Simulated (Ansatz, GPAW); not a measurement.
This is a calculation of Mg for Ansatz 0.2.0. This isn't the form of Mg at room conditions, which is hcp.

File input.yaml:

```yaml
crystal:
  lattice:
    - [-1.7727644967, 1.7727644967, 1.7727644967]
    - [1.7727644967, -1.7727644967, 1.7727644967]
    - [1.7727644967, 1.7727644967, -1.7727644967]
  atoms:
    - { symbol: Mg, position: [0.0, 0.0, 0.0] }
hamiltonian:
  xc: lda
  pseudopotentials: { kind: paw }
kpoints:
  mp_grid: { grid: [11, 11, 11] }
scf:
  occupations: { method: gaussian, width: 0.1 }
output:
  forces: true
  stress: true
  eigenvalues: true
```

Potentials or basis: Ansatz PAW.

Launch:

```sh
$ ansatz run input.yaml --threads 1 --pin off --max-ram 3584MiB --backend cpu --events-out ev --progress --plain --runs-dir out
```

Task: Set up the same calculation for GPAW 26.7.0 (ASE script). Potentials or basis there: the program's PAW data sets (release 1.2.1) made for this functional, cutoff 800 eV.

Result: As run (cutoffs and basis follow the program's own potentials, and thresholds, step limits or extra output files can differ):

The input run.py:

```python
from ase import Atoms
from ase.dft.bandgap import bandgap
from ase.io import write
from ase.units import Bohr, GPa
from gpaw import GPAW, PW
from gpaw.elf import elf_from_dft_calculation

atoms = Atoms(['Mg'],
              cell=[[-1.7727644967, 1.7727644967, 1.7727644967],
                    [1.7727644967, -1.7727644967, 1.7727644967],
                    [1.7727644967, 1.7727644967, -1.7727644967]],
              scaled_positions=[[0.0, 0.0, 0.0]],
              pbc=True)

calc = GPAW(mode=PW(800),
            xc='LDA',
            kpts={'size': (11, 11, 11), 'gamma': True},
            occupations={'name': 'methfessel-paxton', 'order': 0, 'width': 0.1},
            nbands=12,
            convergence={'density': 1e-05, 'energy': 1e-05},
            maxiter=150,
            txt='gpaw.txt')
atoms.calc = calc
energy = atoms.get_potential_energy()
forces = atoms.get_forces()
stress = atoms.get_stress()
calc.write('gs.gpw')
write('result.traj', atoms)
print(f'Energy: {energy:.6f} eV')
print('Forces (eV/A):')
print(forces.round(4))
print('Stress (GPa):', (stress / GPa).round(3))
print('Fermi level:', round(calc.get_fermi_level(), 4), 'eV')
print(f'Gap: {bandgap(calc)[0]:.4f} eV, direct: {bandgap(calc, direct=True)[0]:.4f} eV')

# fields on the real-space grid
write('density.cube', atoms, data=calc.get_pseudo_density() * Bohr**3)
write('potential.cube', atoms, data=calc.get_electrostatic_potential())
write('elf.cube', atoms, data=elf_from_dft_calculation(calc).data)
```

Potentials or basis: the program's PAW data sets (release 1.2.1) made for this functional, pw.

The run is started by

```console
$ OMP_NUM_THREADS=1 python run.py
```

Both were run:

|  | Ansatz | GPAW |
| --- | --- | --- |
| Pressure | -1.3 GPa | -1.3 GPa |

Ansatz's pressure holds a Pulay term of +0.00 GPa for its cutoff of 420 eV, which the other run lacks.

Ansatz's potentials were made for PBE.

Where Ansatz's input types no cutoff or centring, it takes its own default and a Γ-centred mesh.

The two programs' LDA may be different fits to the electron gas.

Pressure is positive in compression.
